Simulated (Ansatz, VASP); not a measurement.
# Ir: VASP beside Ansatz

```
Ir
1.0
     0.00000    1.88971    1.88971
     1.88971    0.00000    1.88971
     1.88971    1.88971    0.00000
Ir
1
Direct
  0.00000 0.00000 0.00000
```

Alike in both runs: task single point; functional r2SCAN; k mesh 12 × 12 × 12; occupations fermi-dirac, width 0.05 eV; no spin polarisation.

|  | VASP | Ansatz |
| --- | --- | --- |
| version | VASP 6.6.1 | Ansatz 0.2.0 |
| potentials or method | VASP PAW PBE potentials, release 64 (Ir) | Ansatz PAW |
| plane-wave cutoff (eV) | 520 | 500 |
| valence electrons in the cell | 9 | 17 |

|  | VASP | Ansatz | Ansatz less VASP |
| --- | --- | --- | --- |
| gap on the k mesh at the Fermi level (eV) | none | none | - |
| pressure (GPa) | 24.7 | 21.4 | -3.29 |

A gap of «none» marks a metal or a gap that the smearing closes. The two sets of potentials don't hold the same shells in valence.

Caveats: so large a pressure means that the cell lies far from this level's equilibrium, or that cutoff or potentials fall short (VASP); the potentials were made for another functional, which shifts forces and pressure (VASP); the PAW data sets come from PBE, with cores solved anew for the run's functional, which leaves a small shift of forces and pressure (Ansatz). Spin-orbit coupling is left out, which matters for the levels of Ir.
